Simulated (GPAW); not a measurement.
# C (Fd-3m) in GPAW: a series of runs

Aim: see how the results for C move with the level of theory and the settings. Levels: PBEsol+D3, PBE, BEEF-vdW, RPBE. Tasks: equation of state, band structure.

Program: GPAW 26.7.0. These are calculated values, not measurements. Logs are shortened: lines on timing, memory, paths and dates and some standing lists are left out, and cuts for length are marked. The log counts tension as positive stress, the text compression.

**What was measured.**

From “Equation of state of cubic boron nitride at high pressures and temperatures”, 2007, arxiv:cond-mat/0702656, for a bulk crystal of C: bulk modulus 444.8 ± 0.8 GPa; bulk modulus 442 ± 5 GPa.

How close the calculation comes is told below.

### Step 1. Starting point

Symmetry: Fd-3m, No. 227, cubic system. Conventional cell: a = 3.567 Å, b = 3.567 Å, c = 3.567 Å, α = 90.00°, β = 90.00°, γ = 90.00°. C (site symmetry -43m) has 4 C at 1.54 Å as nearest neighbours.

This isn't the form of C at room conditions, which is graphite.

### Step 2. Equation of state, PBEsol+D3

Input file run.py:

```python
from ase import Atoms
from ase.calculators.mixing import SumCalculator
from ase.eos import EquationOfState
from ase.io import Trajectory
from ase.units import GPa
from dftd3.ase import DFTD3
from gpaw import GPAW, PW, setup_paths

setup_paths.insert(0, '.')

atoms = Atoms(['C', 'C'],
              cell=[[0.0, 1.78337, 1.78337],
                    [1.78337, 0.0, 1.78337],
                    [1.78337, 1.78337, 0.0]],
              scaled_positions=[[0.75, 0.75, 0.75],
                                [0.5, 0.5, 0.5]],
              pbc=True)

traj = Trajectory('eos.traj', 'w')
volumes, energies = [], []
for x in [0.94, 0.96, 0.98, 1.0, 1.02, 1.04, 1.06]:
    a = atoms.copy()
    a.set_cell(atoms.cell * x**(1 / 3), scale_atoms=True)
    calc = GPAW(mode=PW(800),
                xc='PBEsol',
                kpts={'size': (10, 10, 10), 'gamma': True},
                occupations={'name': 'fermi-dirac', 'width': 0.05},
                nbands=11,
                convergence={'density': 1e-05, 'energy': 1e-05},
                maxiter=150,
                txt=f'eos-{x:.2f}.txt')
    a.calc = SumCalculator([calc, DFTD3(method='pbesol', damping='d3zero')])
    energies.append(a.get_potential_energy())
    volumes.append(a.get_volume())
    p = -a.get_stress()[:3].mean() / GPa
    calc.write(f'eos-{x:.2f}.gpw')
    traj.write(a)
    print(f'{x:.2f} {volumes[-1]:10.4f} A^3 {energies[-1]:14.6f} eV {p:9.3f} GPa', flush=True)

v0, e0, B = EquationOfState(volumes, energies, eos='birchmurnaghan').fit()
print(f'V0 = {v0:.4f} A^3, E0 = {e0:.6f} eV, B0 = {B / GPa:.2f} GPa')
```

Potentials or basis: PAW data sets generated in the run's folder for this functional, pw.

On the command line:

```sh
> gpaw-setup -f PBEsol C
> OMP_NUM_THREADS=1 python run.py
```

Output:

```text
__  _  _
 | _ |_)|_||  |
 |__||  | ||/\| - 26.7.0

Input parameters:
  mode=PW(ecut=800.0),
  convergence={'density': 1e-05, 'energy': 1e-05},
  kpts=MonkhorstPack(size=(10, 10, 10), gamma=True),
  maxiter=150,
  nbands=11,
  occupations=Occupations(name='fermi-dirac', width=0.05),
  xc=XC(name='PBEsol')

Diagonalizing LCAO Hamiltonian
Converting LCAO to pw mode

          C
       C

Atoms  # Å, Bohr magnetons
|   | symbol |        x |        y |        z |    initial magnetic moments |
|---|--------|----------|----------|----------|-----------------------------|
| 0 |      C | 2.620447 | 2.620447 | 2.620447 | ( 0.0000,  0.0000,  0.0000) |
| 1 |      C | 1.746964 | 1.746964 | 1.746964 | ( 0.0000,  0.0000,  0.0000) |

Unit cell  # Å
| periodic |        x |        y |        z |  lengths |    angles |
|----------|----------|----------|----------|----------|-----------|
|      yes | 0.000000 | 1.746964 | 1.746964 | 2.470581 | 60.000000 |
|      yes | 1.746964 | 0.000000 | 1.746964 | 2.470581 | 60.000000 |
|      yes | 1.746964 | 1.746964 | 0.000000 | 2.470581 | 60.000000 |

Number of symmetries: 24
Symmetry operations  # r_c * U_cc + t_c -> r_c
|    | kind |            matrix            |
|----|------|------------------------------|
|  0 |  E   |  1, 0, 0,  0, 1, 0,  0, 0, 1 |
|  1 |  σ   |  1, 0, 0,  0, 0, 1,  0, 1, 0 |
|  2 |  σ   |  1, 0,-1,  0, 1,-1,  0, 0,-1 |
|  3 |  C3  |  1, 0,-1,  0, 0,-1,  0, 1,-1 |
|  4 |  C3  |  1,-1, 0,  0,-1, 1,  0,-1, 0 |
|  5 |  σ   |  1,-1, 0,  0,-1, 0,  0,-1, 1 |
|  6 |  σ   |  0, 1, 0,  1, 0, 0,  0, 0, 1 |
|  7 |  C3  |  0, 1, 0,  0, 0, 1,  1, 0, 0 |
|  8 |  C2  |  0, 1,-1,  1, 0,-1,  0, 0,-1 |
|  9 |  S4  |  0, 1,-1,  0, 0,-1,  1, 0,-1 |
| 10 |  C3  |  0, 0, 1,  1, 0, 0,  0, 1, 0 |
| 11 |  σ   |  0, 0, 1,  0, 1, 0,  1, 0, 0 |
| 12 |  S4  |  0, 0,-1,  1, 0,-1,  0, 1,-1 |
| 13 |  C3  |  0, 0,-1,  0, 1,-1,  1, 0,-1 |
| 14 |  S4  |  0,-1, 1,  1,-1, 0,  0,-1, 0 |
| 15 |  C2  |  0,-1, 1,  0,-1, 0,  1,-1, 0 |
| 16 |  C3  |  0,-1, 0,  1,-1, 0,  0,-1, 1 |
| 17 |  S4  |  0,-1, 0,  0,-1, 1,  1,-1, 0 |
| 18 |  S4  | -1, 1, 0, -1, 0, 1, -1, 0, 0 |
| 19 |  C3  | -1, 1, 0, -1, 0, 0, -1, 0, 1 |
| 20 |  C3  | -1, 0, 1, -1, 1, 0, -1, 0, 0 |
| 21 |  S4  | -1, 0, 1, -1, 0, 0, -1, 1, 0 |
| 22 |  σ   | -1, 0, 0, -1, 1, 0, -1, 0, 1 |
| 23 |  C2  | -1, 0, 0, -1, 0, 1, -1, 1, 0 |

BZ-sampling:
  Number of BZ points: 1000
  Number of IBZ points: 47

  Monkhorst-Pack size: [10, 10, 10]
  Monkhorst-Pack shift: [0.05, 0.05, 0.05]

K-points  # in reciprocal-cell coordinates
|     |                                coordinates |     weight |
|-----|--------------------------------------------|------------|
|   0 | (  0.00000000,   0.00000000,   0.00000000) | 0.00100000 |
|   1 | (  0.10000000,   0.10000000,   0.00000000) | 0.00600000 |
|   2 | (  0.10000000,   0.10000000,   0.10000000) | 0.00800000 |
|   3 | (  0.20000000,   0.10000000,   0.10000000) | 0.01200000 |
|   4 | (  0.20000000,   0.20000000,   0.00000000) | 0.00600000 |
|   5 | (  0.20000000,   0.20000000,   0.10000000) | 0.02400000 |
|   6 | (  0.20000000,   0.20000000,   0.20000000) | 0.00800000 |
|   7 | (  0.30000000,   0.20000000,   0.10000000) | 0.02400000 |
|   8 | (  0.30000000,   0.20000000,   0.20000000) | 0.02400000 |
|   9 | (  0.30000000,   0.30000000,   0.00000000) | 0.00600000 |
| ... |                                            |            |
|  46 | (  0.50000000,   0.50000000,   0.50000000) | 0.00400000 |

Plane wave coefficients: 568
Cutoff: 800.0 eV

Spin-components: 1 (collinear spins)
Bands:           11
Projectors:      10
Spin-degeneracy: 2
Datatype:        complex128

Parallelization:
  kpt:    1
  domain: 1
  band:   1

Density:
  Valence electrons: 8.0
  Components: 1
  Grid points: [18 18 18]
  Charge: 0.0  # |e|

Potential:
  Grid points: [18 18 18]

species:
  C:
    name:    Carbon
    Z:       6.0
    valence: 4
    core:    2
    charge:  0.0  # [|e|]
    compensation charges:
      type: gauss
      rc: 0.20  # [Å]
      lmax: 2
    cutoffs:
      filter: 1.14  # [Å]
      core: 1.14  # [Å]
    projectors
    | kind |    occ | energy [eV] | rcut [Å] |
    |------|--------|-------------|----------|
    |   2s |  2.000 |     -13.648 |    0.635 |
    |   2p |  2.000 |      -5.232 |    0.635 |
    |    s |        |      13.563 |    0.635 |
    |    p |        |      21.979 |    0.635 |
    |    d |        |       0.000 |    0.635 |

    Using partial waves for C as LCAO basis

Reference energy: -2045.923931  # eV

eigensolver:
  PPCG
  Converge bands: occupied
  niter=2

density mixing:
  MSR1-Mixer
  Pratt-step length: 0.05
  Maximum mixing coefficient: 0.75
  Old densities: 10
  SVD Regularization: 0.005
  Good broyden scale: 1.0
  Trust region scale: 1.0
  Backstep threshold: 4.0
  History deletion threshold: 6.0
  Fourier metric: weight=20.0, sigma=0.015

occupation numbers:
  Fermi-Dirac:
    width: 0.0500  # eV

poisson solver:
  ecut: 6400.0  # eV

xc functional:
  name: PBEsol with 2 nearest neighbor stencil

convergence criteria:
- Maximum integral of absolute [dens]ity change: 1e-05 electrons / valence electron
- Maximum [total energy] change in last 3 cyles: 1e-05 eV / valence electron
- Maximum integral of absolute [eigenst]ate change: 4e-08 eV^2 / valence electron
maximum number of iterations: 150

SCF iterations
|iter     | |      energy | eigst |  dens |
|---------|-|-------------|-------|-------|
|iter:   1| |  -19.879238 | +0.17 |       |
|iter:   2| |  -19.789302 | -2.76 | -0.78 |
|iter:   3| |  -19.221759 | -1.46 | -0.81 |
|iter:   4| |  -19.212579 | -2.64 | -1.49 |
|iter:   5| |  -19.213097 | -4.42 | -2.23 |
|iter:   6| |  -19.213102 | -6.39 | -3.39 |
|iter:   7| |  -19.213102c| -7.93c| -4.12 |
|iter:   8| |  -19.213102c| -8.81c| -5.42c|

Converged in 8 steps
Energy contributions relative to reference atoms: (reference = -2045.923931)

Energy contributions:
  Kinetic:          23.171865
  Coulomb:         -20.685728
  Zero:              0.043072
  External:          0.000000
  Xc:              -21.742312
  Entropy:          -0.000000
  Spinorbit:         0.000000
  ----------------------------
  Free energy:     -19.213102
  Extrapolated:    -19.213102

dipole moment: (2.137036, 2.137036, 2.137036)  # |e|*Ang

Fermi level: 14.945
Eigenvalues  # (at kpt = [0.000, 0.000, 0.000])
| band index |      eig [eV] | occ [0-2] |
|------------|---------------|-----------|
|          0 |        -9.272 |     2.000 |
|          1 |        13.099 |     2.000 |
|          2 |        13.099 |     2.000 |
|          3 |        13.099 |     2.000 |
|          4 |        18.814 |     0.000 |
|          5 |        18.814 |     0.000 |
|          6 |        18.814 |     0.000 |
|          7 |        27.904 |     0.000 |
|          8 |        32.892 |     0.000 |
|          9 |        40.315 |     0.000 |
|         10 |        40.970 |     0.000 |

Gap: 4.170 eV
Transition (v -> c):
  (s=0, k=0, n=3, [0.00, 0.00, 0.00]) -> (s=0, k=24, n=4, [0.40, 0.40, 0.00])
Direct/indirect transitions are different
Direct gap: 5.715 eV
Transition at: (s=0, k=0, n=3, [0.00, 0.00, 0.00])

Stress tensor  # eV/Ang^3
|         x |         y |         z |
|-----------|-----------|-----------|
| -0.155554 | -0.000000 |  0.000000 |
| -0.000000 | -0.155554 |  0.000000 |
|  0.000000 |  0.000000 | -0.155554 |

# Writing to eos-0.94.gpw (mode='')
```

It took 31 s on 1 thread of Intel Xeon 6975P-C (Granite Rapids), shared host; peak memory 0.19 GiB.

Results:

| Item | Value |
| --- | --- |
| Equilibrium volume | 5.59 Å³/atom |
| Bulk modulus | 452 GPa |
| Pressure derivative of the bulk modulus | 3.7 |

Energy against volume, from the lowest point:
```tsv
volume (Å³/atom)	energy (meV/atom)
5.332	17.83
5.445	5.22
5.558	0.00
5.672	1.43
5.785	8.90
5.899	21.96
6.012	39.98
```

### Step 3. Band structure, PBE

Input file run.py:

```python
from ase.dft.bandgap import bandgap
from ase.io import write
from ase.spacegroup import crystal
from gpaw import GPAW

# C 8a
atoms = crystal(['C'],
                basis=[[0.25, 0.25, 0.25]],
                spacegroup=227, setting=1,  # Fd-3m
                cellpar=[3.56674, 3.56674, 3.56674, 90.0, 90.0, 90.0],
                primitive_cell=True)

calc = GPAW(mode='fd',
            h=0.2,
            xc='PBE',
            kpts={'size': (10, 10, 10), 'gamma': True},
            occupations={'name': 'fermi-dirac', 'width': 0.05},
            nbands=11,
            convergence={'density': 1e-05, 'energy': 1e-05},
            maxiter=150,
            txt='gpaw.txt')
atoms.calc = calc
energy = atoms.get_potential_energy()
forces = atoms.get_forces()
calc.write('gs.gpw')
write('result.traj', atoms)
print(f'Energy: {energy:.6f} eV')
print('Forces (eV/A):')
print(forces.round(4))
print('Fermi level:', round(calc.get_fermi_level(), 4), 'eV')
print(f'Gap: {bandgap(calc)[0]:.4f} eV, direct: {bandgap(calc, direct=True)[0]:.4f} eV')

path = atoms.cell.bandpath('GXWKGLUWLK,UX', npoints=60, eps=1e-4)
bs_calc = calc.fixed_density(kpts=path, symmetry='off', nbands=18,
                             convergence={'bands': 'CBM+6.0', 'eigenstates': 1e-6}, txt='bands.txt')
bs = bs_calc.band_structure()
bs.write('bs.json')
print(f'Gap on the path: {bandgap(bs_calc)[0]:.4f} eV')
```

Potentials or basis: GPAW PAW data sets (gpaw-data 1.2.1), fd.

On the command line:

```sh
> OMP_NUM_THREADS=1 python run.py
```

Wall time 14 s (1 thread of Intel Xeon 6975P-C (Granite Rapids), shared host); peak memory 0.2 GiB.

It converged, with:

```yaml
Free_energy: -18.1800 eV
Band_gap_on_the_k_mesh: 4.18 eV, indirect (least direct gap 5.59 eV)
Band_gap_along_the_path: 4.14 eV, indirect (least direct gap 5.59 eV)
```

Levels at the corners of the path, in eV from the valence-band top:
```
point  band 2  band 3  band 4  band 5  band 6  band 7
    Γ   -0.01   -0.01    0.00    5.59    5.59    5.60
    X  -12.76   -6.30   -6.30    4.76    4.77   16.78
    W  -11.97   -8.32   -8.32   10.62   10.62   12.31
    K  -11.73   -9.31   -5.37    5.68   10.75   14.35
    Γ   -0.01   -0.01    0.00    5.59    5.59    5.60
    L  -13.37   -2.80   -2.80    8.45    8.45    8.85
    U  -11.73   -9.31   -5.37    5.68   10.75   14.35
    W  -11.97   -8.32   -8.32   10.62   10.62   12.31
    L  -13.37   -2.80   -2.80    8.45    8.45    8.85
    K  -11.73   -9.31   -5.37    5.68   10.75   14.35
    U  -11.73   -9.31   -5.37    5.68   10.75   14.35
    X  -12.76   -6.30   -6.30    4.76    4.77   16.78
```

Caveat: the real-space grid adds noise to forces.

(Part 1 of 2 ends here.)
